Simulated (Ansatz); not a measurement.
# Tungsten, diamond under revPBE: from relaxation to bulk modulus, part 1 of 2

The plan for tungsten in the diamond structure: relax it, solve it on a dense k-mesh, then scale the cell to 7 volumes from 88 to 112 % of the relaxed one and try a fit of the equation of state. Spin polarisation is left out. The k-meshes are 10×10×10 for the relaxation; 15×15×15 for the dense run; 11×11×11 for the volumes.

This is W in the diamond structure; at room conditions it is bcc.

Computed with Ansatz 0.2.0 (DFT revPBE, plane waves (420 eV) with PAW, scalar-relativistic; the PAW data stem from PBE, with regenerated cores, unless a step says otherwise).

## Step 1: The system as given

Symmetry: Fd-3m, No. 227, cubic system. The conventional cell has a = 5.552 Å, b = 5.552 Å, c = 5.552 Å, α = 90.00°, β = 90.00°, γ = 90.00°. W (site symmetry -43m) has 4 W at 2.40 Å as nearest neighbours.

As a file:

```xyz
2
Lattice="0.0000 2.7761 2.7761 2.7761 0.0000 2.7761 2.7761 2.7761 0.0000" Properties=species:S:1:pos:R:3 pbc="T T T"
W     0.6940    0.6940    0.6940
W     4.8581    4.8581    4.8581
```

## Step 2: Relaxation of the cell

The input, input.yaml:

```yaml
crystal:
  lattice:
    - [0.0, 2.7760741367, 2.7760741367]
    - [2.7760741367, 0.0, 2.7760741367]
    - [2.7760741367, 2.7760741367, 0.0]
  atoms:
    - { symbol: W, position: [0.125, 0.125, 0.125] }
    - { symbol: W, position: [0.875, 0.875, 0.875] }
hamiltonian:
  xc: revpbe
  pseudopotentials:
    kind: paw
    azcp:
      W: "pseudopotentials/W.paw.azcp"
basis:
  ecutwfc: 420
  fft_grid_basis: typed
kpoints:
  mp_grid: { grid: [10, 10, 10], shift: [0, 0, 0] }
magnetization:
  spin_polarized: false
scf:
  occupations: { method: fermi_dirac, width: 0.1 }
relax:
  max_steps: 60
  f_tol: 0.01
  cell: {}
output:
  write_density: true
  write_potential: true
  elf: true
  volumetric_format: npy
```

What it wrote:

```text
Warning: RAYON_NUM_THREADS=2 ignored (pool sized by the plan → 2); use --threads N
Engine: ansatz 0.2.0, aarch64-unknown-linux-gnu
Pseudopotentials: kind: paw
Pseudopotential: W, paw, valence charge 14, recommended cutoff 420 eV (normal), <dir>
Functional definition: revPBE
  parameter kappa = 1.245
  parameter beta = 0.06672455060314922
  exchange = pbe_x(kappa = kappa, mu = beta*pi^2/3)
  correlation = pbe_c(beta = beta)
Crystal: 2 atoms, lattice volume = 42.788 Å³
Basis set: ecut = 420 eV, 869 PW (Γ), exchange–correlation on 54×54×54 points (8 copies of the dense FFT grid, shifted against one another)
Bands: 18, of which v1, the nominal top of the filled ones, is band 14 counted from 1 (13 counted from 0)
Symmetry: 48 space group operations
Space group: Fd-3m (ITA 227), of the structure as read, at distance tolerance 3.5e-5 Å
k-points: 47 of 1000
Non-local potential: W, projectors of the file, l = 0: 3, l = 1: 2, l = 2: 2, l = 3: 1
PAW form: soft (Blöchl's): semilocal exchange-correlation on the pseudo side does not see the compensation charge
PAW frozen core: W, regenerated for the run's functional, and the local potential with it (the file was generated under x = pbe(κ = 0.804, μ = 0.2195149727645171), c = pbe(β = 0.06672455060314922))
PAW one-centre angular grid: W, 590 points (default); XC on 64 Gauss nodes
Initial density: superposition of atomic densities (neutral atoms: chi_scale 0, normalization atom), corrected by the library's trained network
Initial wavefunctions: pseudopotential atomic-orbital guess
Functional: x = revpbe(κ = 1.245, μ = 0.2195149727645171), c = pbe(β = 0.06672455060314922)
SCF iter   1: F=—  HF=-20782.063210 eV  |F-HF|=—  |Δ(HF+E_count)|=         —  Δρ=6.04e-3  dr2=5.22e-3  ethr=1.77e-3  ⟨swp⟩=5.0  Hψ=4028  notcnv=0
preconditioner: auto → Kerker (q_TF=auto, 2.542 Å⁻¹)  [metal: Δε(μ)=0.020 eV  Ē_g=4.540 eV  σ=0.100 eV  W_gap=0.05  n_scr=14 (ndim 8)  ℏωp=19.7 eV  f_vac=0.000  D(μ)=2.57/eV (n_scr^D=26)]
SCF iter   2: F=—  HF=-20782.064579 eV  |F-HF|=—  |Δ(HF+E_count)|=   1.37e-3  Δρ=3.29e-3  dr2=1.54e-3  ethr=1.86e-5  ⟨swp⟩=2.0  Hψ=1845  notcnv=0
SCF iter   3: F=—  HF=-20782.065722 eV  |F-HF|=—  |Δ(HF+E_count)|=   1.14e-3  Δρ=3.90e-4  dr2=4.37e-5  ethr=5.51e-6  ⟨swp⟩=3.0  Hψ=1514  notcnv=0
SCF iter   4: F=—  HF=-20782.065787 eV  |F-HF|=—  |Δ(HF+E_count)|=   6.57e-5  Δρ=5.45e-5  dr2=8.30e-7  ethr=1.56e-7  ⟨swp⟩=2.0  Hψ=1137  notcnv=0
SCF iter   5: F=—  HF=-20782.065789 eV  |F-HF|=—  |Δ(HF+E_count)|=   1.42e-6  Δρ=1.53e-5  dr2=1.19e-7  ethr=2.96e-9  ⟨swp⟩=2.0  Hψ=1129  notcnv=0
SCF iter   6: F=-20782.065789 eV  HF=-20782.065789 eV  |F-HF|=1.19e-9  |Δ(HF+E_count)|=   1.08e-7  Δρ=4.21e-6  dr2=1.24e-8  ethr=3.57e-10  ⟨swp⟩=8.0  Hψ=4812  notcnv=0
SCF 1 converged in 6 iterations: F = -20782.065789 eV  dr2 = 1.24e-8
relax step   1: F+E_penalty+E_count = -20782.06578901 eV  Δ(F+E_penalty+E_count) = +0.000e0 eV  max|allowed force component| = 6.476e-17 eV/Å  Δτ_max = 0.0000 Å  P = +25.210 GPa  Ω = 42.788 Å³  (6 SCF iters, dr2 threshold 1.00e-7 eV, accepted)
Crystal: 2 atoms, lattice volume = 49.356 Å³
Basis set: ecut = 420 eV, 941 PW (Γ), exchange–correlation on 54×54×54 points (8 copies of the dense FFT grid, shifted against one another)
Initial density: handed on by an earlier stage of this run
Initial wavefunctions: those handed on with the density
iter 1 solved again at ethr=2.64e-4 eV; its pass at ethr=3.10e-3 eV (dr2=7.38e-2 eV) is discarded
SCF iter   1: F=—  HF=-20782.592606 eV  |F-HF|=—  |Δ(HF+E_count)|=         —  Δρ=8.56e-3  dr2=7.31e-2  ethr=2.64e-4  ⟨swp⟩=1.0  Hψ=5416  notcnv=0
preconditioner: auto → Kerker (q_TF=auto, 2.482 Å⁻¹)  [metal: Δε(μ)=0.009 eV  Ē_g=3.948 eV  σ=0.100 eV  W_gap=0.02  n_scr=14 (ndim 8)  ℏωp=18.3 eV  f_vac=0.000  D(μ)=3.02/eV (n_scr^D=26)]
SCF iter   2: F=—  HF=-20782.582060 eV  |F-HF|=—  |Δ(HF+E_count)|=   1.05e-2  Δρ=5.62e-3  dr2=3.34e-2  ethr=2.61e-4  ⟨swp⟩=1.0  Hψ=846  notcnv=0
SCF iter   3: F=—  HF=-20782.573342 eV  |F-HF|=—  |Δ(HF+E_count)|=   8.72e-3  Δρ=1.18e-3  dr2=9.37e-4  ethr=1.19e-4  ⟨swp⟩=2.0  Hψ=1130  notcnv=0
SCF iter   4: F=—  HF=-20782.573878 eV  |F-HF|=—  |Δ(HF+E_count)|=   5.36e-4  Δρ=3.34e-4  dr2=5.01e-5  ethr=3.35e-6  ⟨swp⟩=2.0  Hψ=1125  notcnv=0
SCF iter   5: F=—  HF=-20782.573956 eV  |F-HF|=—  |Δ(HF+E_count)|=   7.79e-5  Δρ=6.10e-5  dr2=1.40e-6  ethr=1.79e-7  ⟨swp⟩=2.0  Hψ=1139  notcnv=0
SCF iter   6: F=-20782.573960 eV  HF=-20782.573960 eV  |F-HF|=1.34e-7  |Δ(HF+E_count)|=   3.90e-6  Δρ=1.23e-5  dr2=4.51e-8  ethr=7.14e-10  ⟨swp⟩=9.0  Hψ=5366  notcnv=0
SCF 2 converged in 6 iterations: F = -20782.573960 eV  dr2 = 4.51e-8
relax step   2: F+E_penalty+E_count = -20782.57395980 eV  Δ(F+E_penalty+E_count) = -5.082e-1 eV  max|allowed force component| = 2.591e-16 eV/Å  Δτ_max = 0.0000 Å  P = +2.145 GPa  Ω = 49.356 Å³  energy of the carried Pulay correction = -1.970e-3 eV  (6 SCF iters, dr2 threshold 2.00e-7 eV, accepted)
Crystal: 2 atoms, lattice volume = 50.070 Å³
iter 1 solved again at ethr=2.16e-6 eV; its pass at ethr=3.10e-3 eV (dr2=6.06e-4 eV) is discarded
SCF iter   1: F=—  HF=-20782.579570 eV  |F-HF|=—  |Δ(HF+E_count)|=         —  Δρ=7.64e-4  dr2=5.66e-4  ethr=2.16e-6  ⟨swp⟩=1.5  Hψ=4756  notcnv=0
preconditioner: auto → Kerker (q_TF=auto, 2.476 Å⁻¹)  [metal: Δε(μ)=0.025 eV  Ē_g=3.890 eV  σ=0.100 eV  W_gap=0.06  n_scr=14 (ndim 8)  ℏωp=18.2 eV  f_vac=0.000  D(μ)=3.10/eV (n_scr^D=26)]
SCF iter   2: F=—  HF=-20782.579488 eV  |F-HF|=—  |Δ(HF+E_count)|=   8.20e-5  Δρ=4.93e-4  dr2=2.53e-4  ethr=2.02e-6  ⟨swp⟩=1.0  Hψ=846  notcnv=0
SCF iter   3: F=—  HF=-20782.579421 eV  |F-HF|=—  |Δ(HF+E_count)|=   6.79e-5  Δρ=1.01e-4  dr2=7.50e-6  ethr=9.02e-7  ⟨swp⟩=2.0  Hψ=1130  notcnv=0
SCF iter   4: F=—  HF=-20782.579423 eV  |F-HF|=—  |Δ(HF+E_count)|=   2.63e-6  Δρ=3.08e-5  dr2=4.15e-7  ethr=2.68e-8  ⟨swp⟩=2.0  Hψ=1124  notcnv=0
iter 5 did not close the SCF: its close was put off for the readings that it lacked (scf_convergence_deferred on its scf_iter line)
SCF iter   5: F=-20782.579424 eV  HF=-20782.579424 eV  |F-HF|=2.76e-8  |Δ(HF+E_count)|=   6.26e-7  Δρ=5.37e-6  dr2=1.22e-8  ethr=1.48e-9  ⟨swp⟩=2.0  Hψ=1138  notcnv=0
SCF iter   6: F=-20782.579424 eV  HF=-20782.579424 eV  |F-HF|=8.55e-10  |Δ(HF+E_count)|=   3.12e-8  Δρ=9.79e-7  dr2=3.23e-10  ethr=4.34e-11  ⟨swp⟩=5.5  Hψ=4603  notcnv=0
SCF 3 converged in 6 iterations: F = -20782.579424 eV  dr2 = 3.23e-10
relax step   3: F+E_penalty+E_count = -20782.57942384 eV  Δ(F+E_penalty+E_count) = -5.464e-3 eV  max|allowed force component| = 2.776e-16 eV/Å  Δτ_max = 0.0000 Å  P = +0.413 GPa  Ω = 50.070 Å³  energy of the carried Pulay correction = -2.164e-3 eV  (6 SCF iters, dr2 threshold 2.00e-7 eV, accepted)
Crystal: 2 atoms, lattice volume = 50.243 Å³
iter 1 solved again at ethr=1.48e-7 eV; its pass at ethr=3.10e-3 eV (dr2=4.15e-5 eV) is discarded
SCF iter   1: F=—  HF=-20782.579614 eV  |F-HF|=—  |Δ(HF+E_count)|=         —  Δρ=1.81e-4  dr2=3.16e-5  ethr=1.48e-7  ⟨swp⟩=2.0  Hψ=4638  notcnv=0
preconditioner: auto → Kerker (q_TF=auto, 2.475 Å⁻¹)  [metal: Δε(μ)=0.025 eV  Ē_g=3.877 eV  σ=0.100 eV  W_gap=0.06  n_scr=14 (ndim 8)  ℏωp=18.1 eV  f_vac=0.000  D(μ)=3.11/eV (n_scr^D=26)]
SCF iter   2: F=—  HF=-20782.579609 eV  |F-HF|=—  |Δ(HF+E_count)|=   4.57e-6  Δρ=1.16e-4  dr2=1.39e-5  ethr=1.13e-7  ⟨swp⟩=1.0  Hψ=846  notcnv=0
SCF iter   3: F=—  HF=-20782.579605 eV  |F-HF|=—  |Δ(HF+E_count)|=   3.86e-6  Δρ=2.44e-5  dr2=5.05e-7  ethr=4.95e-8  ⟨swp⟩=2.0  Hψ=1120  notcnv=0
iter 4 did not close the SCF: its close was put off for the readings that it lacked (scf_convergence_deferred on its scf_iter line)
SCF iter   4: F=-20782.579605 eV  HF=-20782.579605 eV  |F-HF|=2.75e-8  |Δ(HF+E_count)|=   1.39e-7  Δρ=8.08e-6  dr2=2.31e-8  ethr=1.80e-9  ⟨swp⟩=2.0  Hψ=1135  notcnv=0
iter 5 did not close the SCF: its close was put off for the readings that it lacked (scf_convergence_deferred on its scf_iter line)
SCF iter   5: F=-20782.579605 eV  HF=-20782.579605 eV  |F-HF|=1.73e-9  |Δ(HF+E_count)|=   3.13e-8  Δρ=1.54e-6  dr2=1.57e-9  ethr=8.24e-11  ⟨swp⟩=2.0  Hψ=1123  notcnv=0
SCF iter   6: F=-20782.579605 eV  HF=-20782.579605 eV  |F-HF|=4.37e-11  |Δ(HF+E_count)|=   2.12e-9  Δρ=2.75e-7  dr2=3.28e-11  ethr=5.61e-12  ⟨swp⟩=4.8  Hψ=4276  notcnv=0
SCF 4 converged in 6 iterations: F = -20782.579605 eV  dr2 = 3.28e-11
relax step   4: F+E_penalty+E_count = -20782.57960533 eV  Δ(F+E_penalty+E_count) = -1.815e-4 eV  max|allowed force component| = 1.989e-16 eV/Å  Δτ_max = 0.0000 Å  P = +0.010 GPa  Ω = 50.243 Å³  energy of the carried Pulay correction = -2.211e-3 eV  (6 SCF iters, dr2 threshold 2.00e-7 eV, accepted)
Basis set: ecut = 420 eV, 941 PW (Γ), exchange–correlation on 60×60×60 points (8 copies of the dense FFT grid, shifted against one another)
Initial wavefunctions: pseudopotential atomic-orbital guess (no wavefunctions were taken with the density)
iter 1 solved again at ethr=1.60e-7 eV; its pass at ethr=3.10e-3 eV (dr2=4.49e-5 eV) is discarded
SCF iter   1: F=—  HF=-20782.581051 eV  |F-HF|=—  |Δ(HF+E_count)|=         —  Δρ=4.16e-4  dr2=6.81e-6  ethr=1.60e-7  ⟨swp⟩=3.0  Hψ=5773  notcnv=0
SCF iter   2: F=—  HF=-20782.581386 eV  |F-HF|=—  |Δ(HF+E_count)|=   3.35e-4  Δρ=2.15e-4  dr2=1.83e-6  ethr=2.43e-8  ⟨swp⟩=1.0  Hψ=852  notcnv=0
SCF iter   3: F=—  HF=-20782.581502 eV  |F-HF|=—  |Δ(HF+E_count)|=   1.17e-4  Δρ=6.98e-6  dr2=8.10e-9  ethr=6.54e-9  ⟨swp⟩=2.1  Hψ=1520  notcnv=0
SCF iter   4: F=—  HF=-20782.581502 eV  |F-HF|=—  |Δ(HF+E_count)|=   3.51e-9  Δρ=1.09e-6  dr2=1.14e-9  ethr=2.89e-11  ⟨swp⟩=2.6  Hψ=1127  notcnv=0
SCF iter   5: F=—  HF=-20782.581502 eV  |F-HF|=—  |Δ(HF+E_count)|=  2.11e-10  Δρ=3.92e-7  dr2=1.62e-10  ethr=4.07e-12  ⟨swp⟩=2.6  Hψ=1137  notcnv=0
SCF iter   6: F=—  HF=-20782.581502 eV  |F-HF|=—  |Δ(HF+E_count)|=  1.46e-11  Δρ=1.58e-7  dr2=2.47e-11  ethr=1.00e-12  ⟨swp⟩=1.0  Hψ=846  notcnv=0
SCF iter   7: F=-20782.581502 eV  HF=-20782.581502 eV  |F-HF|=7.28e-12  |Δ(HF+E_count)|=  1.82e-11  Δρ=2.15e-8  dr2=2.19e-13  ethr=1.00e-12  ⟨swp⟩=5.6  Hψ=3365  notcnv=0
SCF 5 converged in 7 iterations: F = -20782.581502 eV  dr2 = 2.19e-13
relax step   5: F+E_penalty+E_count = -20782.58150240 eV  Δ(F+E_penalty+E_count) = -1.897e-3 eV  max|allowed force component| = 2.405e-16 eV/Å  Δτ_max = 0.0000 Å  P = -0.005 GPa  Ω = 50.243 Å³  stress off target by 5.29e-3 GPa  SCF on the basis re-selected at this cell (its energy is not comparable with the rows above)  (7 SCF iters)
basis re-selected at this cell: Δ(F+E_penalty+E_count) = -1.897e-3 eV, ΔP = -0.015 GPa vs the last step (what re-selecting the basis moved, of the pressure what is left beyond the Pulay correction that the steps carried, after the strain that the cell walked since its last selection, with what the two solves' SCF thresholds leave and, on support functions, any second-order correction that the steps lacked; it is no measure of the basis error at this ecutwfc). The dense FFT grid was sized anew with the basis: this SCF ran on 30×30×30 points, the steps before it on 27×27×27, so part of this shift can come from that change (see relax.cell in the input reference). This SCF's stress stands 5.29e-3 GPa from its target on what of the cell is left free (relax.cell.stress_tol is 5.00e-2 GPa) and its largest allowed force component is 2.41e-16 eV/Å (relax.f_tol is 1.00e-2 eV/Å): within both
SCF converged after 7 iterations
Free energy (F): -20782.581502 eV
Harris-Foulkes:  -20782.581502 eV  (|F-HF|=7.28e-12)
Internal energy: -20782.481707 eV  (E = F + TS)
E sigma→0 (E₀):  -20782.531605 eV
Entropy (-TS):   -0.099795 eV (-49.898 meV/atom)
Fermi energy:    12.219563 eV
--- Per-component energies (eV) ---
  E_band       = -417.751985
  E_kinetic    = 891.979133
  E_local      = -2232.280678  (includes V_loc(G=0)·N_el)
  E_nonlocal   = 9.445613
  E_hartree    = 815.800130
  E_xc         = -527.899014
  E_vxc        = -468.950849  (∫ρ·V_xc dr)
  E_paw        = -17143.973434  (= ΣΔE_a)
  E_vpaw       = -249.545347  (= ΣTr[D̂ρ^β])
  E_aug_tail   = -0.000127  (compensation charges beyond the density's cutoff)
  E_ewald      = -2595.528325
  E_core_change = -0.025006  (= ΣΔE_core)
  E_smearing   = -0.099795  (= −TS)
  E_closure    = -0.000000  (closes the sum)
  Σ components = -20782.581502   (vs F -20782.581502, Δ=0.00e0)
--- Forces (eV/Å), atoms counted from 1 ---
  atom   1  W      0.00000000    -0.00000000    -0.00000000
  atom   2  W     -0.00000000     0.00000000     0.00000000
  max |Σ_I F_I| component: 3.70e-17 eV/Å
--- Stress (GPa, compression-positive) ---
       -0.005292      -0.000000       0.000000
       -0.000000      -0.005292      -0.000000
        0.000000      -0.000000      -0.005292
  P = ⅓ Tr σ = -0.0053 GPa (-0.053 kbar)
--- Band table (eV; the first three rows and the last of 47) ---
  k-point 0: bands = ["-60.8644", "-60.5666", "-25.4768", "-25.4768", "-25.4768", "-24.6018", "-24.6018", "-24.6018", "6.1543", "10.4309", "10.4309", "11.1531", "11.1531", "11.1531", "13.7542", "13.7542", "13.7542", "17.4024"]
  k-point 1: bands = ["-60.8591", "-60.5721", "-25.4868", "-25.4868", "-25.4751", "-24.6046", "-24.5912", "-24.5912", "6.3258", "10.3364", "10.3364", "11.1237", "11.3253", "11.3253", "13.4715", "13.7293", "13.7293", "17.3709"]
  k-point 2: bands = ["-60.8440", "-60.5876", "-25.5119", "-25.5119", "-25.4707", "-24.6117", "-24.5644", "-24.5644", "6.8147", "10.2409", "10.2409", "11.0567", "11.5599", "11.5599", "12.8031", "13.7600", "13.7600", "17.2595"]
  k-point 46: bands = ["-60.7166", "-60.7166", "-25.6696", "-25.6696", "-25.0461", "-25.0461", "-24.4004", "-24.4004", "9.5238", "9.5238", "10.5585", "10.5585", "12.0526", "12.0526", "12.6845", "12.6845", "16.7077", "16.7077"]
--- Relaxed structure (4 steps of the walk, 4 accepted, 1 SCFs on fresh bases) ---
  F+E_penalty+E_count = -20782.58150240 eV   max|allowed force component| = 2.405e-16 eV/Å   (the final SCF, on the basis selected at the relaxed cell)
  cell:  # Å, volume = 50.2433 Å³
    - [1.655995910691067e-33, 2.9287533384384052, 2.9287533384384052]
    - [2.9287533384384052, 2.5158399412421997e-34, 2.9287533384384052]
    - [2.9287533384384052, 2.9287533384384052, -7.4201355229042025e-34]
  atoms:
    - { symbol: W, position: [0.125, 0.125, 0.125] }
    - { symbol: W, position: [0.8750000000000001, 0.8750000000000001, 0.8750000000000001] }
```

It took 4.4 s on 2 threads of Arm Neoverse V2, shared host; peak memory 0.35 GiB.

Relaxation path:

```tsv
step	energy change (meV/atom)	largest force (eV/Å)	pressure (GPa)	volume (Å³/atom)
1	0.00	0.0000	25.21	21.394
2	-254.09	0.0000	2.15	24.678
3	-256.82	0.0000	0.41	25.035
4	-256.91	0.0000	0.01	25.122
5	-257.86	0.0000	-0.01	25.122
```

Steps that repeat a cell are solved on a basis chosen anew, so their changes of energy are no gain of the relaxation.

The cell of the run, before and after:

|  | before | after | change |
| --- | --- | --- | --- |
| a (Å) | 3.926 | 4.142 | +5.5 % |
| b (Å) | 3.926 | 4.142 | +5.5 % |
| c (Å) | 3.926 | 4.142 | +5.5 % |
| volume (Å³/atom) | 21.394 | 25.122 | +17.4 % |
| shortest distance (Å) | 2.404 | 2.536 | +5.5 % |
| space group (spins left aside) | Fd-3m | Fd-3m | same |

## Step 3: Single point on a dense mesh

The input, input.yaml:

```yaml
crystal:
  lattice:
    - [0.0, 2.9287533384, 2.9287533384]
    - [2.9287533384, 0.0, 2.9287533384]
    - [2.9287533384, 2.9287533384, 0.0]
  atoms:
    - { symbol: W, position: [0.125, 0.125, 0.125] }
    - { symbol: W, position: [0.875, 0.875, 0.875] }
hamiltonian:
  xc: revpbe
  pseudopotentials:
    kind: paw
    azcp:
      W: "pseudopotentials/W.paw.azcp"
basis:
  ecutwfc: 420
  fft_grid_basis: typed
kpoints:
  mp_grid: { grid: [15, 15, 15], shift: [0, 0, 0] }
magnetization:
  spin_polarized: false
scf:
  occupations: { method: fermi_dirac, width: 0.1 }
output:
  write_density: true
  write_potential: true
  elf: true
  volumetric_format: npy
```

What it wrote, shortened:

```text
Warning: RAYON_NUM_THREADS=2 ignored (pool sized by the plan → 2); use --threads N
[...]
[... 3 set-up lines as earlier in the session ...]
[...]
Crystal: 2 atoms, lattice volume = 50.243 Å³
Basis set: ecut = 420 eV, 941 PW (Γ)
Bands: 18, of which v1, the nominal top of the filled ones, is band 14 counted from 1 (13 counted from 0)
[... 1 set-up line as earlier in the session ...]
Space group: Fd-3m (ITA 227), of the structure as read, at distance tolerance 3.7e-5 Å
k-points: 120 of 3375
[...]
SCF iter   1: F=—  HF=-20782.582248 eV  |F-HF|=—  |Δ(HF+E_count)|=         —  Δρ=4.52e-3  dr2=5.48e-3  ethr=1.77e-3  ⟨swp⟩=5.1  Hψ=10208  notcnv=0
[...]
SCF iter   6: F=-20782.582920 eV  HF=-20782.582920 eV  |F-HF|=2.36e-8  |Δ(HF+E_count)|=   1.78e-7  Δρ=5.49e-6  dr2=1.59e-8  ethr=3.57e-10  ⟨swp⟩=2.5  Hψ=5083  notcnv=0
[...]
SCF converged after 6 iterations
Free energy (F): -20782.582920 eV
[...]
E sigma→0 (E₀):  -20782.534389 eV
Entropy (-TS):   -0.097061 eV (-48.530 meV/atom)
Fermi energy:    12.227542 eV
[...]
--- Band table (eV; the first three rows and the last of 120) ---
  k-point 0: bands = ["-60.8597", "-60.5618", "-25.4724", "-25.4724", "-25.4724", "-24.5973", "-24.5973", "-24.5973", "6.1554", "10.4335", "10.4335", "11.1562", "11.1562", "11.1562", "13.7566", "13.7566", "13.7566", "17.4059"]
[...]
```

Wall time 2.3 s (2 threads of Arm Neoverse V2, shared host); peak memory 0.35 GiB.

The maps below are laid out on this run's own conventional cell (a, b, c = 5.858, 5.858, 5.858 Å).

Density in a lattice plane of the grid's cell (edges 5.86 and 5.86 Å, at 0.125 of the third edge), which holds W.

Ten even steps from '0' (0.04 e/Å³) to '9' (5.19 e/Å³):
```
001110000000000000000000
000000000000000000000000
000000000000000000000000
000000000000000000000000
000000000000123432100000
000000000000258986200000
000000000001389898410000
000000000001489898410000
000000000000258985200000
000000000000123432100000
000000000000001110000000
000000000000000000000000
000000000000000000000000
000000000000000000000000
123432100000000000000000
258986200000000000000000
389898410000000000000001
489898410000000000000001
258985200000000000000000
123432100000000000000000
```
Columns run along the first of these edges and rows up along the second, over one cell in 24 and 20 even steps from the bottom left corner. Atoms in the plane (fractional): W at (0.12, 0.12), W at (0.62, 0.62).

ELF in the same plane.

Ten even steps from '0' (0.07) to '9' (0.69):
```
432223455432222222223455
542224554333443334433345
443334433345542224454333
222222222455422222455432
111111123443357775444432
100000123433699999633432
100000123323795149732332
100000123323894049732332
100000123433699899633432
111111123443357875335432
222222223455432223455432
443334433345542224554333
542224454333443334433345
422222455432222222222455
357775444432111111123443
699999633432100000123433
795149732332100000123323
894049732332100000123323
699899633432100000123433
357875335432111111123443
```
Columns run along the first of these edges and rows up along the second, over one cell in 24 and 20 even steps from the bottom left corner. Atoms in the plane (fractional): W at (0.12, 0.12), W at (0.62, 0.62).

Both are smooth fields of the valence electrons: close to the nuclei they are not physical.

Maxima of ELF outside the ion cores: 0.53 on the W–W line, 1.3 Å from W.

## Step 4: The cell scaled to 88 % of its volume

The input, input.yaml:

```yaml
crystal:
  lattice:
    - [0.0, 2.8065773804, 2.8065773804]
    - [2.8065773804, 0.0, 2.8065773804]
    - [2.8065773804, 2.8065773804, 0.0]
  atoms:
    - { symbol: W, position: [0.125, 0.125, 0.125] }
    - { symbol: W, position: [0.875, 0.875, 0.875] }
hamiltonian:
  xc: revpbe
  pseudopotentials:
    kind: paw
    azcp:
      W: "pseudopotentials/W.paw.azcp"
basis:
  ecutwfc: 420
  fft_grid_basis: typed
kpoints:
  mp_grid: { grid: [11, 11, 11], shift: [0, 0, 0] }
magnetization:
  spin_polarized: false
scf:
  occupations: { method: fermi_dirac, width: 0.1 }
  lower_state_search: "off"
output:
  stress: true
```

What it wrote, shortened:

```text
Warning: RAYON_NUM_THREADS=2 ignored (pool sized by the plan → 2); use --threads N
[...]
[... 3 set-up lines as earlier in the session ...]
[...]
Crystal: 2 atoms, lattice volume = 44.214 Å³
Basis set: ecut = 420 eV, 869 PW (Γ)
Bands: 18, of which v1, the nominal top of the filled ones, is band 14 counted from 1 (13 counted from 0)
[... 2 set-up lines as earlier in the session ...]
k-points: 56 of 1331
[...]
SCF iter   1: F=—  HF=-20782.261280 eV  |F-HF|=—  |Δ(HF+E_count)|=         —  Δρ=5.54e-3  dr2=4.45e-3  ethr=1.77e-3  ⟨swp⟩=5.0  Hψ=4784  notcnv=0
[...]
SCF iter   6: F=-20782.263729 eV  HF=-20782.263729 eV  |F-HF|=2.76e-9  |Δ(HF+E_count)|=   1.10e-7  Δρ=3.75e-6  dr2=9.74e-9  ethr=3.45e-10  ⟨swp⟩=2.2  Hψ=3388  notcnv=0
[...]
SCF converged after 6 iterations
Free energy (F): -20782.263729 eV
[...]
E sigma→0 (E₀):  -20782.222290 eV
Entropy (-TS):   -0.082879 eV (-41.439 meV/atom)
Fermi energy:    14.487189 eV
[...]
--- Stress (GPa, compression-positive) ---
       18.885043       0.000000       0.000000
        0.000000      18.885043       0.000000
       -0.000000      -0.000000      18.885043
  P = ⅓ Tr σ = 18.8850 GPa (188.850 kbar)
```

It took 1.6 s on 2 threads of Arm Neoverse V2, shared host; peak memory 0.31 GiB.

(Continued in part 2 of 2.)
